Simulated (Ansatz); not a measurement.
# Te2Mo (P2_1/m) in Ansatz: relaxation of cell and atoms with PBE

Aim: the relaxation of cell and atoms of Te2Mo with PBE.

Everything below comes from runs of Ansatz 0.2.0. Logs are shortened: lines on timing, memory, paths and dates and some standing lists are left out, and cuts for length are marked.

### Step 1. The crystal as given

It takes space group P2_1/m (No. 11, monoclinic). Conventional cell: a = 6.330 Å, b = 3.469 Å, c = 13.860 Å, α = 90.00°, β = 93.92°, γ = 90.00°. Te (site symmetry m) has 3 Mo at 2.79 to 2.81 Å as nearest neighbours. Te (site symmetry m) has 3 Mo at 2.70 Å as nearest neighbours. Te (site symmetry m) has 3 Mo at 2.79 to 2.82 Å as nearest neighbours. Te (site symmetry m) is surrounded by 3 Mo at 2.70 to 2.71 Å. Mo (site symmetry m) has 6 Te at 2.70 to 2.82 Å and 2 Mo at 2.89 Å as nearest neighbours. Mo (site symmetry m) is surrounded by 6 Te at 2.70 to 2.81 Å and 2 Mo at 2.90 Å.

### Step 2. Relaxation of cell and atoms, PBE

The input, input.yaml:

```yaml
crystal:
  lattice:
    - [6.33, 0.0, 0.0]
    - [0.0, 3.469, 0.0]
    - [-0.9467947088, 0.0, 13.8276237937]
  atoms:
    - { symbol: Te, position: [0.9437, 0.75, 0.6045] }
    - { symbol: Te, position: [0.0563, 0.25, 0.3955] }
    - { symbol: Te, position: [0.903, 0.25, 0.8514] }
    - { symbol: Te, position: [0.097, 0.75, 0.1486] }
    - { symbol: Te, position: [0.4112, 0.75, 0.8955] }
    - { symbol: Te, position: [0.5888, 0.25, 0.1045] }
    - { symbol: Te, position: [0.4432, 0.25, 0.6484] }
    - { symbol: Te, position: [0.5568, 0.75, 0.3516] }
    - { symbol: Mo, position: [0.8167, 0.75, 0.9926] }
    - { symbol: Mo, position: [0.1833, 0.25, 0.0074] }
    - { symbol: Mo, position: [0.6819, 0.25, 0.4934] }
    - { symbol: Mo, position: [0.3181, 0.75, 0.5066] }
hamiltonian:
  xc: pbe
  pseudopotentials: { kind: paw }
kpoints:
  mp_grid: { grid: [3, 6, 2] }
scf:
  occupations: { method: fermi_dirac, width: 0.05 }
output:
  forces: true
  stress: true
  eigenvalues: true
relax:
  f_tol: 0.01
  max_steps: 40
  cell: { stress_tol: 0.05 }
```

Potentials or basis: Ansatz PAW.

On the command line:

```bash
ansatz run input.yaml --threads 4 --pin off --max-ram 11264MiB --backend cpu --events-out ev --progress --plain --runs-dir out
```

Output:

```text
Warning: RAYON_NUM_THREADS=4 ignored (pool sized by the plan → 4); use --threads N
Engine: ansatz 0.2.0, aarch64-unknown-linux-gnu
Pseudopotentials: kind: paw
Pseudopotential: Te, paw, valence charge 16, recommended cutoff 420 eV (normal), Te.paw.azcp
Pseudopotential: Mo, paw, valence charge 14, recommended cutoff 420 eV (normal), Mo.paw.azcp
Functional definition: PBE
  parameter kappa = 0.804
  parameter beta = 0.06672455060314922
  exchange = pbe_x(kappa = kappa, mu = beta*pi^2/3)
  correlation = pbe_c(beta = beta)
Crystal: 12 atoms, lattice volume = 303.638 Å³
Basis set: ecut = 420 eV, 5919 PW (Γ), exchange–correlation on 90×48×192 points (8 copies of the dense FFT grid, shifted against one another)
Bands: 111, of which v1, the nominal top of the filled ones, is band 92 counted from 1 (91 counted from 0)
Symmetry: 4 space group operations
Space group: P21/m (ITA 11), of the structure as read, at distance tolerance 6.7e-5 Å
k-points: 16 of 36
Non-local potential: Te, projectors of the file, l = 0: 2, l = 1: 2, l = 2: 2, l = 3: 2
Non-local potential: Mo, projectors of the file, l = 0: 3, l = 1: 2, l = 2: 2, l = 3: 1
PAW form: soft (Blöchl's): semilocal exchange-correlation on the pseudo side does not see the compensation charge
PAW one-centre angular grid: Te, 590 points (default); XC on 64 Gauss nodes
PAW one-centre angular grid: Mo, 590 points (default); XC on 64 Gauss nodes
Initial density: superposition of atomic densities (neutral atoms: chi_scale 0, normalization atom), corrected by the library's trained network
Initial wavefunctions: pseudopotential atomic-orbital guess
Functional: x = pbe(κ = 0.804, μ = 0.2195149727645171), c = pbe(β = 0.06672455060314922)
SCF iter   1: F=—  HF=-75666.629967 eV  |F-HF|=—  |Δ(HF+E_count)|=         —  Δρ=4.65e-3  dr2=7.64e-2  ethr=1.77e-3  ⟨swp⟩=6.0  Hψ=6433  notcnv=0  defer=23
preconditioner: auto → LDOS  [metal: Δε(μ)=0.034 eV  Ē_g=7.239 eV  σ=0.050 eV  W_gap=0.17  n_scr=82 (ndim 8)  ℏωp=18.1 eV  f_vac=0.028  D(μ)=4.23/eV (n_scr^D=16)  β→1.0]
SCF iter   2: F=—  HF=-75666.652362 eV  |F-HF|=—  |Δ(HF+E_count)|=   2.24e-2  Δρ=3.08e-3  dr2=1.12e-1  ethr=4.15e-5  ⟨swp⟩=2.1  Hψ=2786  notcnv=0  defer=127
SCF iter   3: F=—  HF=-75666.641569 eV  |F-HF|=—  |Δ(HF+E_count)|=   1.08e-2  Δρ=9.57e-4  dr2=9.88e-3  ethr=4.15e-5  ⟨swp⟩=2.0  Hψ=2249  notcnv=0  defer=127
SCF iter   4: F=—  HF=-75666.640506 eV  |F-HF|=—  |Δ(HF+E_count)|=   1.06e-3  Δρ=1.94e-4  dr2=2.52e-4  ethr=5.37e-6  ⟨swp⟩=2.0  Hψ=1976  notcnv=0  defer=127
SCF iter   5: F=—  HF=-75666.640459 eV  |F-HF|=—  |Δ(HF+E_count)|=   4.69e-5  Δρ=3.14e-5  dr2=6.41e-6  ethr=1.37e-7  ⟨swp⟩=2.0  Hψ=2196  notcnv=0  defer=127
SCF iter   6: F=—  HF=-75666.640471 eV  |F-HF|=—  |Δ(HF+E_count)|=   1.26e-5  Δρ=9.35e-6  dr2=4.10e-7  ethr=3.48e-9  ⟨swp⟩=2.0  Hψ=3038  notcnv=0  defer=123
SCF iter   7: F=-75666.640472 eV  HF=-75666.640472 eV  |F-HF|=1.92e-8  |Δ(HF+E_count)|=   6.65e-8  Δρ=3.25e-6  dr2=4.75e-8  ethr=5.43e-11  ⟨swp⟩=11.6  Hψ=8266  notcnv=0
SCF 1 converged in 7 iterations: F = -75666.640472 eV  dr2 = 4.75e-8
relax step   1: F+E_penalty+E_count = -75666.64047151 eV  Δ(F+E_penalty+E_count) = +0.000e0 eV  max|allowed force component| = 2.094e-1 eV/Å  Δτ_max = 0.0000 Å  P = +2.549 GPa  Ω = 303.638 Å³  (7 SCF iters, dr2 threshold 1.00e-7 eV, accepted)
Crystal: 12 atoms, lattice volume = 341.278 Å³
Basis set: ecut = 420 eV, 6633 PW (Γ), exchange–correlation on 90×48×192 points (8 copies of the dense FFT grid, shifted against one another)
Initial density: handed on by an earlier stage of this run
Initial wavefunctions: those handed on with the density
iter 1 solved again at ethr=1.23e-4 eV; its pass at ethr=3.10e-3 eV (dr2=2.27e-1 eV) is discarded
SCF iter   1: F=—  HF=-75666.582437 eV  |F-HF|=—  |Δ(HF+E_count)|=         —  Δρ=7.00e-3  dr2=2.28e-1  ethr=1.23e-4  ⟨swp⟩=2.8  Hψ=9268  notcnv=0
[... 204 lines left out ...]
Free energy (F): -75666.835958 eV
Harris-Foulkes:  -75666.835958 eV  (|F-HF|=0.00e0)
Internal energy: -75666.817451 eV  (E = F + TS)
E sigma→0 (E₀):  -75666.826705 eV
Entropy (-TS):   -0.018507 eV (-1.542 meV/atom)
Fermi energy:    10.195397 eV
--- Per-component energies (eV) ---
  E_band       = -2725.840920
  E_kinetic    = 3209.737860
  E_local      = -20348.007300  (includes V_loc(G=0)·N_el)
  E_nonlocal   = -1907.489705
  E_hartree    = 10844.050197
  E_xc         = -1727.942097
  E_vxc        = -1748.784539  (∫ρ·V_xc dr)
  E_paw        = -50106.678865  (= ΣΔE_a)
  E_vpaw       = -3619.396413  (= ΣTr[D̂ρ^β])
  E_aug_tail   = -0.001261  (compensation charges beyond the density's cutoff)
  E_ewald      = -15630.486281
  E_smearing   = -0.018507  (= −TS)
  E_closure    = -0.000000  (closes the sum)
  Σ components = -75666.835958   (vs F -75666.835958, Δ=0.00e0)
--- Forces (eV/Å), atoms counted from 1 ---
  atom   1  Te    -0.00125145     0.00000000    -0.00184611
  atom   2  Te     0.00125145    -0.00000000     0.00184611
  atom   3  Te    -0.00067066     0.00000000     0.00340980
  atom   4  Te     0.00067066    -0.00000000    -0.00340980
  atom   5  Te     0.00030175     0.00000000     0.00212627
  atom   6  Te    -0.00030175    -0.00000000    -0.00212627
  atom   7  Te    -0.00081235     0.00000000    -0.00337560
  atom   8  Te     0.00081235    -0.00000000     0.00337560
  atom   9  Mo    -0.00098109    -0.00000000     0.00063305
  atom  10  Mo     0.00098109     0.00000000    -0.00063305
  atom  11  Mo     0.00144069     0.00000000    -0.00323491
  atom  12  Mo    -0.00144069    -0.00000000     0.00323491
  max |Σ_I F_I| component: 4.34e-19 eV/Å
--- Stress (GPa, compression-positive) ---
       -0.010688      -0.000000       0.002270
       -0.000000      -0.002467      -0.000000
        0.002270      -0.000000      -0.029045
  P = ⅓ Tr σ = -0.0141 GPa (-0.141 kbar)
--- Band table (eV; the first three rows and the last of 16) ---
  k-point 0: bands = ["-50.8337", "-50.8327", "-50.7747", "-50.7737", "-26.7217", "-26.7204", "-26.7155", "-26.7143", "-26.7028", "-26.7018", "-26.7014", "-26.7005", "-26.6736", "-26.6723", "-26.6670", "-26.6657", "-26.6508", "-26.6495", "-26.6375", "-26.6362", "-26.6290", "-26.6277", "-26.6269", "-26.6256", "-26.5675", "-26.5666", "-26.5648", "-26.5638", "-26.5497", "-26.5487", "-26.5475", "-26.5466", "-26.5005", "-26.4996", "-26.4901", "-26.4892", "-26.4491", "-26.4481", "-26.4419", "-26.4409", "-26.4330", "-26.4320", "-26.4287", "-26.4278", "-25.0632", "-25.0621", "-24.9896", "-24.9886", "-24.9544", "-24.9535", "-24.8292", "-24.8282", "-24.7959", "-24.7950", "-24.6438", "-24.6428", "-2.6118", "-2.5531", "-1.7030", "-1.6047", "-0.8609", "-0.8250", "-0.6433", "-0.5977", "4.5987", "4.6708", "5.0529", "5.4634", "5.5333", "5.6304", "6.2804", "6.2861", "7.2528", "7.6511", "7.8341", "7.8473", "7.9327", "7.9362", "8.0014", "8.3371", "8.5454", "8.5759", "8.8060", "9.0868", "9.1296", "9.4334", "9.6408", "9.6556", "9.8556", "9.9457", "10.4166", "10.4608", "10.7956", "10.9083", "11.3117", "11.3228", "11.6298", "12.0233", "12.0846", "12.4559", "12.4960", "12.5338", "13.3057", "13.4771", "13.4802", "13.5496", "13.5989", "13.6134", "14.7253", "14.7416", "14.9203"]
  k-point 1: bands = ["-50.8337", "-50.8327", "-50.7747", "-50.7737", "-26.7217", "-26.7204", "-26.7155", "-26.7143", "-26.7028", "-26.7018", "-26.7014", "-26.7005", "-26.6736", "-26.6723", "-26.6670", "-26.6657", "-26.6508", "-26.6495", "-26.6375", "-26.6362", "-26.6290", "-26.6277", "-26.6270", "-26.6256", "-26.5675", "-26.5666", "-26.5647", "-26.5638", "-26.5497", "-26.5487", "-26.5475", "-26.5466", "-26.5005", "-26.4996", "-26.4901", "-26.4892", "-26.4491", "-26.4481", "-26.4419", "-26.4409", "-26.4330", "-26.4320", "-26.4288", "-26.4278", "-25.0632", "-25.0621", "-24.9896", "-24.9885", "-24.9544", "-24.9535", "-24.8292", "-24.8282", "-24.7959", "-24.7950", "-24.6438", "-24.6428", "-2.5845", "-2.5833", "-1.6532", "-1.6518", "-0.8464", "-0.8454", "-0.6180", "-0.6172", "4.6322", "4.6338", "5.2356", "5.2363", "5.5698", "5.5731", "6.3155", "6.3195", "7.4309", "7.4339", "7.8402", "7.8412", "7.9339", "7.9350", "8.1951", "8.1993", "8.5539", "8.5614", "8.8687", "8.8732", "9.3376", "9.3382", "9.6476", "9.6492", "9.9144", "9.9156", "10.4381", "10.4383", "10.8407", "10.8441", "11.3166", "11.3180", "11.8358", "11.8434", "12.2395", "12.2448", "12.4752", "12.4756", "13.4318", "13.4362", "13.5394", "13.5401", "13.5796", "13.5804", "14.8852", "14.9151", "15.1663"]
  k-point 2: bands = ["-50.8284", "-50.8273", "-50.7772", "-50.7762", "-26.7165", "-26.7152", "-26.7097", "-26.7085", "-26.7045", "-26.7039", "-26.7032", "-26.7026", "-26.6758", "-26.6746", "-26.6698", "-26.6686", "-26.6495", "-26.6482", "-26.6380", "-26.6367", "-26.6292", "-26.6279", "-26.6274", "-26.6261", "-26.5617", "-26.5607", "-26.5592", "-26.5583", "-26.5523", "-26.5513", "-26.5501", "-26.5492", "-26.5017", "-26.5007", "-26.4929", "-26.4919", "-26.4488", "-26.4479", "-26.4422", "-26.4412", "-26.4322", "-26.4312", "-26.4283", "-26.4273", "-25.0614", "-25.0603", "-25.0225", "-25.0214", "-24.9395", "-24.9386", "-24.8550", "-24.8540", "-24.7803", "-24.7793", "-24.6471", "-24.6461", "-2.3055", "-2.2473", "-1.5023", "-1.4105", "-0.7165", "-0.6850", "-0.4502", "-0.4087", "4.9046", "4.9714", "5.3702", "5.6284", "5.7446", "5.8274", "6.3513", "6.4325", "7.1356", "7.2152", "7.2723", "7.3927", "7.6713", "7.7459", "7.7491", "7.7494", "8.4907", "8.5283", "8.5832", "8.8537", "8.8851", "9.0338", "9.2655", "9.2741", "9.6501", "9.7044", "9.7877", "10.0463", "10.1667", "10.2485", "11.4052", "11.4328", "11.8924", "12.0923", "12.1192", "12.1672", "12.1804", "12.2123", "12.2716", "12.3855", "12.9027", "13.0233", "13.4429", "13.4920", "15.0780", "15.1661", "15.2635"]
  k-point 15: bands = ["-50.7985", "-50.7985", "-50.7975", "-50.7975", "-26.7137", "-26.7137", "-26.7124", "-26.7124", "-26.6934", "-26.6934", "-26.6921", "-26.6921", "-26.6808", "-26.6808", "-26.6795", "-26.6795", "-26.6430", "-26.6430", "-26.6417", "-26.6417", "-26.6284", "-26.6284", "-26.6271", "-26.6271", "-26.5582", "-26.5582", "-26.5573", "-26.5573", "-26.5429", "-26.5429", "-26.5420", "-26.5420", "-26.5029", "-26.5029", "-26.5019", "-26.5019", "-26.4453", "-26.4453", "-26.4443", "-26.4443", "-26.4283", "-26.4283", "-26.4273", "-26.4273", "-25.1071", "-25.1071", "-25.1060", "-25.1060", "-24.8835", "-24.8835", "-24.8825", "-24.8825", "-24.7072", "-24.7072", "-24.7062", "-24.7062", "-0.6271", "-0.6271", "-0.6080", "-0.6080", "-0.2453", "-0.2453", "-0.2423", "-0.2423", "4.6645", "4.6645", "4.6817", "4.6817", "5.5495", "5.5495", "5.5594", "5.5594", "6.8411", "6.8411", "6.9217", "6.9217", "7.5415", "7.5415", "7.6050", "7.6050", "8.0481", "8.0481", "8.0990", "8.0990", "8.4612", "8.4612", "8.4664", "8.4664", "9.1494", "9.1494", "9.1670", "9.1670", "11.3081", "11.3081", "11.3448", "11.3448", "11.9192", "11.9192", "11.9854", "11.9854", "12.2253", "12.2253", "12.4618", "12.4618", "13.5138", "13.5138", "13.6580", "13.6580", "14.8437", "14.8437", "15.1283"]
--- Relaxed structure (14 steps of the walk, 12 accepted, 2 SCFs on fresh bases) ---
  F+E_penalty+E_count = -75666.83595799 eV   max|allowed force component| = 3.410e-3 eV/Å   (the final SCF, on the basis selected at the relaxed cell)
  cell:  # Å, volume = 348.4355 Å³
    - [6.367956801842318, 0.0, 0.16686203273452646]
    - [0.0, 3.4673269144799574, 0.0]
    - [-0.5879687822663808, 0.0, 15.765338631324244]
  atoms:
    - { symbol: Te, position: [0.9330026690367914, 0.75, 0.5938842113565024] }
    - { symbol: Te, position: [0.06699733096320865, 0.25, 0.4061157886434978] }
    - { symbol: Te, position: [0.9159793384452471, 0.25, 0.8688789280883491] }
    - { symbol: Te, position: [0.08402066155475296, 0.75, 0.13112107191165087] }
    - { symbol: Te, position: [0.4277806698326663, 0.75, 0.9061260729645403] }
    - { symbol: Te, position: [0.5722193301673335, 0.25, 0.09387392703545944] }
    - { symbol: Te, position: [0.423068353882321, 0.25, 0.6311081228059447] }
    - { symbol: Te, position: [0.576931646117679, 0.75, 0.36889187719405503] }
    - { symbol: Mo, position: [0.8191630919658183, 0.75, 0.9942588163914792] }
    - { symbol: Mo, position: [0.1808369080341818, 0.25, 0.005741183608520612] }
    - { symbol: Mo, position: [0.6805190232547582, 0.25, 0.4942849006319975] }
    - { symbol: Mo, position: [0.3194809767452418, 0.75, 0.5057150993680025] }
```

Run time: 3.6 min. Hardware: 4 threads of Arm Neoverse V1, shared host; peak memory 1.3 GiB.

Results:

| Property | Result |
| --- | --- |
| Free energy | -75666.8360 eV |
| Relaxed volume | 29.04 Å³/atom |
| Relaxed cell | a = 6.370 Å, b = 3.467 Å, c = 15.776 Å, α = 90.00°, β = 90.63°, γ = 90.00° |
| Space group after relaxing (to 0.05 Å) | P2_1/m (No. 11) |
| Energy gained by relaxing | 16.3 meV/atom |
| Ionic steps | 14 |
| Pressure after relaxing | 0.0 GPa |
| Largest force after relaxing | 0.004 eV/Å |
| Band gap on the k mesh | none (metal or under the smearing width) |

Forces in eV/Å, atoms in the order of the input:
```
Te  -0.001  0.000 -0.002
Te   0.001  0.000  0.002
Te  -0.001  0.000  0.003
Te   0.001  0.000 -0.003
Te   0.000  0.000  0.002
Te   0.000  0.000 -0.002
Te  -0.001  0.000 -0.003
Te   0.001  0.000  0.003
Mo  -0.001  0.000  0.001
Mo   0.001  0.000 -0.001
Mo   0.001  0.000 -0.003
Mo  -0.001  0.000  0.003
```

The path:
| step | energy change (eV) | largest force (eV/Å) | volume (Å³) |
| --- | --- | --- | --- |
| 1 | 0.0000 | 0.2112 | 303.64 |
| 2 | -0.1121 | 0.0957 | 317.87 |
| 3 | -0.1395 | 0.0717 | 323.89 |
| 4 | -0.1680 | 0.1241 | 330.61 |
| 5 | -0.1796 | 0.1024 | 335.78 |
| 6 | -0.1825 | 0.0158 | 338.06 |
| 7 | -0.1825 | 0.0099 | 339.23 |
| 8 | -0.1925 | 0.0097 | 339.23 |
| 9 | -0.1936 | 0.0076 | 341.89 |
| 10 | -0.1941 | 0.0147 | 346.34 |
| 11 | -0.1941 | 0.0021 | 347.08 |
| 12 | -0.1940 | 0.0060 | 348.15 |
| 13 | -0.1940 | 0.0036 | 348.44 |
| 14 | -0.1955 | 0.0035 | 348.44 |

Final structure:
```
Te Mo
1.0
     6.36796    0.00000    0.16686
     0.00000    3.46733    0.00000
    -0.58797    0.00000   15.76534
Te Mo
8 4
Direct
  0.93300 0.75000 0.59388
  0.06700 0.25000 0.40612
  0.91598 0.25000 0.86888
  0.08402 0.75000 0.13112
  0.42778 0.75000 0.90613
  0.57222 0.25000 0.09387
  0.42307 0.25000 0.63111
  0.57693 0.75000 0.36889
  0.81916 0.75000 0.99426
  0.18084 0.25000 0.00574
  0.68052 0.25000 0.49428
  0.31948 0.75000 0.50572
```

Caveat: the plane-wave basis is chosen anew once the cell has moved, so the energies of steps on either side of that aren't comparable; this functional lacks dispersion, which binds the layers, so the pressure and a relaxed spacing across them are unreliable. The run has no spin-orbit coupling, so splittings on Te are missing.
